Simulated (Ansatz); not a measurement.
Runs of Ansatz 0.2.0 on MoS2. Symmetry: P-3m1, No. 164, trigonal system. The conventional cell has a = 3.227 Å, b = 3.227 Å, c = 6.312 Å, α = 90.00°, β = 90.00°, γ = 120.00°. Around Mo (site symmetry -3m) lie 6 S at 2.42 Å. S (site symmetry 3m) has 3 Mo at 2.42 Å as nearest neighbours. Measurements of this composition are mostly on another form, of space group No. 194.

| task | level | k mesh | cutoff (eV) | points for each segment of the path | gap on the mesh (eV) | V0 of scaled cells (Å³/atom) | B0 (GPa) |
| --- | --- | --- | --- | --- | --- | --- | --- |
| phonons | PBEsol | 8 × 8 × 4 | 420 | - | none | - | - |
| band structure | BPBE | 9 × 9 × 4 | 420 | 14 | none | - | - |
| equation of state | revPBE+D3(BJ) | 9 × 9 × 4 | 420 | - | - | 18.43 | 140 |
| equation of state | r2SCAN+rVV10 | 9 × 9 × 4 | 500 | - | - | (a) | 141 |

Alike in all rows: potentials or basis Ansatz PAW; no spin polarisation; cell as given; smearing fermi-dirac 0.05 eV.

Problem. Estimate the missing entries.

Solution. (a) 18.83.

Caveats: the PAW data sets come from PBE, with cores solved anew for the run's functional, which leaves a small shift of forces and pressure (some runs); the cell was scaled at fixed shape and fractional positions, which overstates the stiffness of a crystal with free parameters, most of all of layers and chains (some runs); this functional lacks dispersion, which binds the layers, so the pressure and a relaxed spacing across them are unreliable (some runs); the potentials were made for another functional, which shifts forces and pressure (some runs); the PAW data sets were made with another functional, which shifts forces and pressure a little (some runs).

A k mesh can miss the band edges, and the runs leave out spin-orbit coupling on Mo.

A gap of «none» marks a metal or a gap under the smearing width.

Runs at the PBE level aren't shown here.
